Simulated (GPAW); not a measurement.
# Eu (Fm-3m) in GPAW: convergence with convergence criteria

Aim: find how far convergence criteria must go before the results for Eu settle, at PBE. This setting moves, with any that are tied to it; all else stays.

Everything below comes from runs of GPAW 26.7.0. Logs are shortened: lines on timing, memory, paths and dates and some standing lists are left out, and cuts for length are marked. The log counts tension as positive stress, the text compression.

## 1. The structure

The structure is cubic, space group Fm-3m (No. 225). The conventional cell has a = 5.579 Å, b = 5.579 Å, c = 5.579 Å, α = 90.00°, β = 90.00°, γ = 90.00°. Eu (site symmetry m-3m) has 12 Eu at 3.94 Å as nearest neighbours.

This isn't the form of Eu at room conditions, which is bcc.

## 2. With convergence criteria density=0.001 energy=0.01 eigenstates=0.0001

run.py

```python
from ase.dft.bandgap import bandgap
from ase.io import read, write
from ase.units import GPa
from gpaw import GPAW, PW

atoms = read('Eu.xyz')
atoms.set_initial_magnetic_moments([7.0])

calc = GPAW(mode=PW(800),
            xc='PBE',
            kpts={'size': (6, 6, 6), 'gamma': True},
            occupations={'name': 'fermi-dirac', 'width': 0.05},
            nbands=20,
            convergence={'density': 0.001, 'energy': 0.01, 'eigenstates': 0.0001},
            maxiter=100,
            txt='gpaw.txt')
atoms.calc = calc
energy = atoms.get_potential_energy()
forces = atoms.get_forces()
stress = atoms.get_stress()
calc.write('gs.gpw')
write('result.traj', atoms)
print(f'Energy: {energy:.6f} eV')
print('Forces (eV/A):')
print(forces.round(4))
print('Stress (GPa):', (stress / GPa).round(3))
print('Moments:', calc.get_magnetic_moments().round(3))
print('Fermi level:', round(calc.get_fermi_level(), 4), 'eV')
print(f'Gap: {bandgap(calc)[0]:.4f} eV, direct: {bandgap(calc, direct=True)[0]:.4f} eV')
```

Eu.xyz

```xyz
1
Lattice="0.0000000000 2.7893026914 2.7893026914 2.7893026914 0.0000000000 2.7893026914 2.7893026914 2.7893026914 0.0000000000" Properties=species:S:1:pos:R:3 pbc="T T T"
Eu     0.0000000000      0.0000000000      0.0000000000
```

Potentials or basis: GPAW PAW data sets (gpaw-data 1.2.1), pw.

Command:

```bash
OMP_NUM_THREADS=1 python run.py
```

gpaw.txt:

```text
__  _  _
 | _ |_)|_||  |
 |__||  | ||/\| - 26.7.0

Input parameters:
  mode=PW(ecut=800.0),
  convergence={'density': 0.001, 'energy': 0.01, 'eigenstates': 0.0001},
  kpts=MonkhorstPack(size=(6, 6, 6), gamma=True),
  maxiter=100,
  nbands=20,
  occupations=Occupations(name='fermi-dirac', width=0.05),
  xc=XC(name='PBE')

Diagonalizing LCAO Hamiltonian
Converting LCAO to pw mode

       Eu

Atoms  # Å, Bohr magnetons
|   | symbol |        x |        y |        z |    initial magnetic moments |
|---|--------|----------|----------|----------|-----------------------------|
| 0 |     Eu | 0.000000 | 0.000000 | 0.000000 | ( 0.0000,  0.0000,  7.0000) |

Unit cell  # Å
| periodic |        x |        y |        z |  lengths |    angles |
|----------|----------|----------|----------|----------|-----------|
|      yes | 0.000000 | 2.789303 | 2.789303 | 3.944670 | 60.000000 |
|      yes | 2.789303 | 0.000000 | 2.789303 | 3.944670 | 60.000000 |
|      yes | 2.789303 | 2.789303 | 0.000000 | 3.944670 | 60.000000 |

Number of symmetries: 48
[... 51 lines left out ...]

BZ-sampling:
  Number of BZ points: 216
  Number of IBZ points: 16

  Monkhorst-Pack size: [6, 6, 6]
  Monkhorst-Pack shift: [0.08333333333333333, 0.08333333333333333, 0.08333333333333333]

K-points  # in reciprocal-cell coordinates
|     |                                coordinates |     weight |
|-----|--------------------------------------------|------------|
|   0 | (  0.00000000,   0.00000000,   0.00000000) | 0.00462963 |
|   1 | (  0.16666667,   0.16666667,   0.00000000) | 0.02777778 |
|   2 | (  0.16666667,   0.16666667,   0.16666667) | 0.03703704 |
|   3 | (  0.33333333,   0.16666667,   0.16666667) | 0.05555556 |
|   4 | (  0.33333333,   0.33333333,  -0.33333333) | 0.05555556 |
|   5 | (  0.33333333,   0.33333333,   0.00000000) | 0.02777778 |
|   6 | (  0.33333333,   0.33333333,   0.16666667) | 0.11111111 |
|   7 | (  0.33333333,   0.33333333,   0.33333333) | 0.03703704 |
|   8 | (  0.50000000,   0.33333333,  -0.33333333) | 0.11111111 |
|   9 | (  0.50000000,   0.33333333,  -0.16666667) | 0.05555556 |
| ... |                                            |            |
|  15 | (  0.50000000,   0.50000000,   0.50000000) | 0.01851852 |

Plane wave coefficients: 2252
Cutoff: 800.0 eV

Spin-components: 2 (collinear spins)
Bands:           20
Projectors:      8
Spin-degeneracy: 1
Datatype:        complex128

Parallelization:
  kpt:    1
  domain: 1
  band:   1

Density:
  Valence electrons: 17.0
  Components: 2
  Grid points: [27 27 27]
  Charge: 0.0  # |e|

Potential:
  Grid points: [27 27 27]

species:
  Eu:
    name:    Europium
    Z:       63.0
    valence: 17
    core:    46
    charge:  0.0  # [|e|]
    compensation charges:
      type: gauss
      rc: 0.35  # [Å]
      lmax: 2
    cutoffs:
      filter: 1.17  # [Å]
      core: 1.91  # [Å]
    projectors
    | kind |    occ | energy [eV] | rcut [Å] |
    |------|--------|-------------|----------|
    |   5s |  2.000 |     -44.666 |    1.164 |
    |   6s |  2.000 |      -3.623 |    1.164 |
    |   5p |  6.000 |     -23.775 |    1.164 |
    |   6p |  0.000 |      -1.197 |    1.164 |
    |   5d |  0.000 |      -1.557 |    1.164 |
    |   4f |  7.000 |      -2.712 |    1.164 |
    |    d |        |      25.654 |    1.164 |
    |    f |        |      24.500 |    1.164 |

    Using partial waves for Eu as LCAO basis

Reference energy: -295080.811612  # eV

eigensolver:
  PPCG
  Converge bands: occupied
  niter=2

density mixing:
  MSR1-Mixer
  Pratt-step length: 0.05
  Maximum mixing coefficient: 0.75
  Old densities: 10
  SVD Regularization: 0.005
  Good broyden scale: 1.0
  Trust region scale: 1.0
  Backstep threshold: 4.0
  History deletion threshold: 6.0
  Fourier metric: weight=20.0, sigma=0.015

occupation numbers:
  Fermi-Dirac:
    width: 0.0500  # eV

poisson solver:
  ecut: 6400.0  # eV

xc functional:
  name: PBE with 2 nearest neighbor stencil

convergence criteria:
- Maximum integral of absolute [dens]ity change: 0.001 electrons / valence electron
- Maximum [total energy] change in last 3 cyles: 0.01 eV / valence electron
- Maximum integral of absolute [eigenst]ate change: 0.0001 eV^2 / valence electron
maximum number of iterations: 100

SCF iterations
|iter     | |      energy | eigst |  dens |  magmom |
|---------|-|-------------|-------|-------|---------|
|iter:   1| |  -11.406090 | -1.17 |       |  +7.0164|
|iter:   2| |   -9.922795 | -1.06 | -0.45 |  +6.9318|
|iter:   3| |   -9.918171 | -3.28 | -1.37 |  +6.9503|
|iter:   4| |   -9.926509c| -2.58 | -1.40 |  +7.1206|
|iter:   5| |   -9.932042c| -3.80 | -1.37 |  +7.2627|
|iter:   6| |   -9.916677c| -2.69 | -1.42 |  +7.3437|
|iter:   7| |   -9.917196c| -4.08c| -2.22 |  +7.3484|
|iter:   8| |   -9.918939c| -4.07c| -2.36 |  +7.3923|
|iter:   9| |   -9.918413c| -4.50c| -2.46 |  +7.4003|
|iter:  10| |   -9.918279c| -4.14c| -2.82 |  +7.4031|
|iter:  11| |   -9.918283c| -5.38c| -3.06c|  +7.4076|

Converged in 11 steps
Energy contributions relative to reference atoms: (reference = -295080.811612)

Energy contributions:
  Kinetic:           8.618866
  Coulomb:          -6.680687
  Zero:              0.085355
  External:          0.000000
  Xc:              -11.933850
  Entropy:          -0.015933
  Spinorbit:         0.000000
  ----------------------------
  Free energy:      -9.926249
  Extrapolated:     -9.918283

dipole moment: (-30.976015, -30.976015, -30.976015)  # |e|*Ang

Total magnetic moment: (0.000000, 0.000000, 7.407595)

Local magnetic moments
|        x |        y |        z |
|----------|----------|----------|
| 0.000000 | 0.000000 | 6.694471 |  # Eu   0

Fermi level: 6.201
Eigenvalues  # (at kpt = [0.000, 0.000, 0.000])
| band index |      eig [eV] | occ [0-1] |      eig [eV] | occ [0-1] |
|------------|---------------|-----------|---------------|-----------|
|          0 |       -35.315 |     1.000 |       -32.165 |     1.000 |
|          1 |       -13.897 |     1.000 |       -11.492 |     1.000 |
|          2 |       -13.897 |     1.000 |       -11.492 |     1.000 |
|          3 |       -13.897 |     1.000 |       -11.492 |     1.000 |
|          4 |         1.952 |     1.000 |         2.805 |     1.000 |
|          5 |         5.652 |     1.000 |         9.170 |     0.000 |
[... 8 lines left out ...]
|         14 |         8.083 |     0.000 |        10.732 |     0.000 |
|         15 |         9.941 |     0.000 |        11.112 |     0.000 |
|        ... |               |           |               |           |
|         19 |        17.114 |     0.000 |        18.043 |     0.000 |

No gap
No difference between direct/indirect transitions

Forces  # eV/Ang
|       x |        y |        z |
|---------|----------|----------|
| 0.00000 | -0.00000 | -0.00000 |  # Eu   0

Stress tensor  # eV/Ang^3
|         x |        y |         z |
|-----------|----------|-----------|
|  0.003297 | 0.000000 | -0.000000 |
|  0.000000 | 0.003297 |  0.000000 |
| -0.000000 | 0.000000 |  0.003297 |

# Writing to gs.gpw (mode='')
```

It took 36 s on 1 thread of Arm Neoverse V1, shared host; peak memory 0.21 GiB.

Results:

| Item | Value |
| --- | --- |
| Free energy | -9.9262 eV |
| Pressure | -0.5 GPa |
| Band gap on the k mesh | none (metal or under the smearing width) |
| Net moment | 7.41 μB per cell |
| Site moments | Eu +6.69 μB |

## 3. With convergence criteria default

Changes to run.py since step 2:

```diff
@@ -13,3 +13,2 @@
             nbands=20,
-            convergence={'density': 0.001, 'energy': 0.01, 'eigenstates': 0.0001},
             maxiter=100,
```

Eu.xyz is that of step 2.

Potentials or basis: GPAW PAW data sets (gpaw-data 1.2.1), pw.

Command:

```bash
OMP_NUM_THREADS=1 python run.py
```

Wall time 49 s (1 thread of Arm Neoverse V1, shared host); peak memory 0.21 GiB.

The run converged. Its results:

```
Free energy            : -9.9263 eV
Pressure               : -0.5 GPa
Band gap on the k mesh : none (metal or under the smearing width)
Net moment             : 7.42 μB per cell
Site moments           : Eu +6.70 μB
```

## 4. With convergence criteria density=1e-05 energy=1e-05

Changes to run.py since step 3:

```diff
@@ -13,2 +13,3 @@
             nbands=20,
+            convergence={'density': 1e-05, 'energy': 1e-05},
             maxiter=100,
```

Eu.xyz is that of step 3.

Command:

```bash
OMP_NUM_THREADS=1 python run.py
```

Wall time 56 s (1 thread of Arm Neoverse V1, shared host); peak memory 0.21 GiB.

Results (log left out):

* Free energy: -9.9263 eV
* Pressure: -0.5 GPa
* Band gap on the k mesh: none (metal or under the smearing width)
* Net moment: 7.42 μB per cell
* Site moments: Eu +6.70 μB

## 5. With convergence criteria density=1e-05 forces=0.0001

Changes to run.py since step 4:

```diff
@@ -13,3 +13,3 @@
             nbands=20,
-            convergence={'density': 1e-05, 'energy': 1e-05},
+            convergence={'density': 1e-05, 'forces': 0.0001},
             maxiter=100,
```

Eu.xyz is that of step 4.

Command:

```bash
OMP_NUM_THREADS=1 python run.py
```

Run time: 57 s. Hardware: 1 thread of Arm Neoverse V1, shared host; peak memory 0.21 GiB.

Results (log left out):

```
Free energy            : -9.9263 eV
Pressure               : -0.5 GPa
Band gap on the k mesh : none (metal or under the smearing width)
Net moment             : 7.42 μB per cell
Site moments           : Eu +6.70 μB
```

## 6. With convergence criteria density=1e-06 energy=1e-06 eigenstates=1e-10

Changes to run.py since step 5:

```diff
@@ -13,3 +13,3 @@
             nbands=20,
-            convergence={'density': 1e-05, 'forces': 0.0001},
+            convergence={'density': 1e-06, 'energy': 1e-06, 'eigenstates': 1e-10},
             maxiter=100,
```

Eu.xyz is that of step 5.

Potentials or basis: GPAW PAW data sets (gpaw-data 1.2.1), pw.

Command:

```bash
OMP_NUM_THREADS=1 python run.py
```

Run time: 60 s. Hardware: 1 thread of Arm Neoverse V1, shared host; peak memory 0.21 GiB.

It converged, with:

- Free energy: -9.9263 eV
- Pressure: -0.5 GPa
- Band gap on the k mesh: none (metal or under the smearing width)
- Net moment: 7.42 μB per cell
- Site moments: Eu +6.70 μB

## 7. The series at a glance

```
                        convergence criteria  energy less the tightest run, at zero smearing (meV/atom)  pressure (GPa)  SCF cycles  CPU time (s)  peak memory (GiB)
density=0.001 energy=0.01 eigenstates=0.0001                                                       0.00           -0.53          11            36               0.21
                                     default                                                       0.00           -0.46          14            49               0.21
                  density=1e-05 energy=1e-05                                                       0.00           -0.46          17            56               0.21
                 density=1e-05 forces=0.0001                                                       0.00           -0.46          18            57               0.21
density=1e-06 energy=1e-06 eigenstates=1e-10                                                       0.00           -0.46          18            60               0.21
```

Against the tightest run, the energy stays within 1 meV/atom from density=0.001 energy=0.01 eigenstates=0.0001 on; the pressure stays within 0.1 GPa from density=0.001 energy=0.01 eigenstates=0.0001 on. The tightest run that finished is the yardstick and may itself not be fully converged.

Caveats: one-centre terms of the f shell are cut off; spin-orbit coupling is left out, which moves the levels of the heavy elements.
